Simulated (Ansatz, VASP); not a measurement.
ZnSe: VASP beside Ansatz

```xyz
2
Lattice="0.0000 2.8166 2.8166 2.8166 0.0000 2.8166 2.8166 2.8166 0.0000" Properties=species:S:1:pos:R:3 pbc="T T T"
Zn    0.0000    0.0000    0.0000
Se    4.2249    4.2249    4.2249
```

Alike in both runs: functional PBEsol; k mesh 8 × 8 × 8; no spin polarisation.

Ansatz relaxed the structure, and its values are those at the end. VASP's run is a single point on that final structure, the one shown.

|  | VASP | Ansatz |
| --- | --- | --- |
| version | VASP 6.6.1 | Ansatz 0.2.0 |
| potentials or method | VASP PAW PBE potentials, release 64 (Zn, Se) | scalar-relativistic, plane waves, PAW |
| plane-wave cutoff (eV) | 520 | 420 |
| occupations | gaussian, width 0.01 eV | fixed |
| valence electrons in the cell | 18 | 28 |

VASP gave:

```
gap on the k mesh at the Fermi level (eV) : 1.24
least direct gap on the mesh (eV)         : 1.24
pressure (GPa)                            : 0.3
```

**Question.** Estimate Ansatz's values.

**Answer.** gap on the k mesh at the Fermi level (eV): 1.24; least direct gap on the mesh (eV): 1.24; pressure (GPa): 0.0.

The two sets of potentials don't hold the same shells in valence.

Caveats: the PAW data sets were made with another functional, which shifts forces and pressure a little (VASP).
